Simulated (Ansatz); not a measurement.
## SiO2: Field gradients at the nuclei

The cell is a structure deposited in the COD whose atoms were relaxed with PBE, the cell held.

```cif
data_SiO2
_symmetry_space_group_name_H-M 'P2_13'
_symmetry_Int_Tables_number 198
_cell_length_a 7.1600
_cell_length_b 7.1600
_cell_length_c 7.1600
_cell_angle_alpha 90.000
_cell_angle_beta 90.000
_cell_angle_gamma 90.000
loop_
_atom_site_label
_atom_site_type_symbol
_atom_site_symmetry_multiplicity
_atom_site_Wyckoff_symbol
_atom_site_fract_x
_atom_site_fract_y
_atom_site_fract_z
Si1 Si 4 a 0.2807 0.2807 0.2807
Si5 Si 4 a 0.0206 0.0206 0.0206
O9 O 4 a 0.1505 0.1505 0.1505
O13 O 12 b 0.6398 0.6616 0.0434
```

One atom of each set is listed.

Method: Kohn–Sham DFT in Ansatz, PBE, plane waves and PAW (field gradients read without the response of the frozen cores, which leaves them typically 4 to 6 % off), scalar-relativistic, 420 eV cutoff, Γ-centred 3×3×3 k-points, Fermi–Dirac smearing 0.02 eV.

Conventions: |V_zz| ≥ |V_yy| ≥ |V_xx|, η = (V_xx − V_yy)/V_zz, C_Q = eQV_zz/h.

O-17: I = 5/2, Q = -25.58 mb. Nuclear quadrupole moments: year-2017 set (Pyykkö).

(1) What field gradients does the calculation give at each kind of site?

Answers

(1) 

| site | atoms | first shell | V_zz (10²¹ V/m²) | η | C_Q (MHz) |
| --- | --- | --- | --- | --- | --- |
| Si1 | 4 | 4 O at 1.61–1.62 Å | 0.38 | 0.00 | – |
| Si5 | 4 | 4 O at 1.61–1.62 Å | -0.13 | 0.00 | – |
| O9 | 4 | 2 Si at 1.61 Å, angle 180° | 10.95 | 0.00 | -6.77 |
| O13 | 12 | 2 Si at 1.62 Å, angle 146° | 9.98 | 0.18 | -6.18 |

An axis of threefold or higher order runs through Si1, Si5 and O9, so V_zz lies along it and η is zero. At O13 V_zz runs parallel to the line that joins its two neighbours (within 1°).

Si has no stable isotope with a ground-state quadrupole moment in the table, so no C_Q is given.

The relaxation (5 steps) took 32 s of wall time (32 s of CPU time) and 0.63 GiB at its peak, on 1 thread of Intel Xeon 6975P-C (Granite Rapids) (x86_64; 16 cores open to the job, memory cap 3.0 GiB, no GPU), a shared host with a load of 0.3 a core.
